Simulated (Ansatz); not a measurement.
# CaF2: the cost of one run

Computed with Ansatz 0.2.0 (DFT PBEsol, scalar-relativistic, plane waves, PAW, unless a step's input says otherwise).

### Step 1. The starting structure

Symmetry: Fm-3m, No. 225, cubic system. The conventional cell has a = 5.420 Å, b = 5.420 Å, c = 5.420 Å, α = 90.00°, β = 90.00°, γ = 90.00°. Around Ca (site symmetry m-3m) lie 8 F at 2.35 Å. F (site symmetry -43m) has 4 Ca at 2.35 Å as nearest neighbours.

Coordinates:

```cif
data_structure
_symmetry_space_group_name_H-M 'P 1'
_symmetry_Int_Tables_number 1
_cell_length_a 3.8328
_cell_length_b 3.8328
_cell_length_c 3.8328
_cell_angle_alpha 60.000
_cell_angle_beta 60.000
_cell_angle_gamma 60.000
_cell_volume 39.82
loop_
_atom_site_label
_atom_site_type_symbol
_atom_site_fract_x
_atom_site_fract_y
_atom_site_fract_z
_atom_site_occupancy
Ca1 Ca 0.00000 0.00000 0.00000 1
F1 F 0.25000 0.25000 0.25000 1
F2 F 0.75000 0.75000 0.75000 1
```

This cell comes from an earlier session at PBEsol: 13.272 Å³/atom at 0.00 GPa, on a 10×10×10 mesh.

Volume factors to run: 0.980, 1.020, 0.960, 1.040.

### Step 2. At 0.980 of the relaxed volume

Input file input.yaml:

```yaml
crystal:
  lattice:
    - [0.0, 2.6920435574, 2.6920435574]
    - [2.6920435574, 0.0, 2.6920435574]
    - [2.6920435574, 2.6920435574, 0.0]
  atoms:
    - { symbol: Ca, position: [0.0, 0.0, 0.0] }
    - { symbol: F, position: [0.25, 0.25, 0.25] }
    - { symbol: F, position: [0.75, 0.75, 0.75] }
basis:
  ecutwfc: 420
  ecutrho_ratio: 4
kpoints:
  mp_grid: { grid: [10, 10, 10] }
hamiltonian:
  xc: pbesol
scf:
  occupations: { method: gaussian, width: 0.05 }
output:
  forces: true
  stress: true
  eigenvalues: true
```

Command:

```bash
$ ansatz run input.yaml --threads 4 --pin off --max-ram 4096MiB --backend cpu --events-out ev --progress --plain --runs-dir out
```

What time and memory should one allow on 4 threads of an Arm CPU, shared host?

About 1.1 s, with a peak of 0.36 GiB.
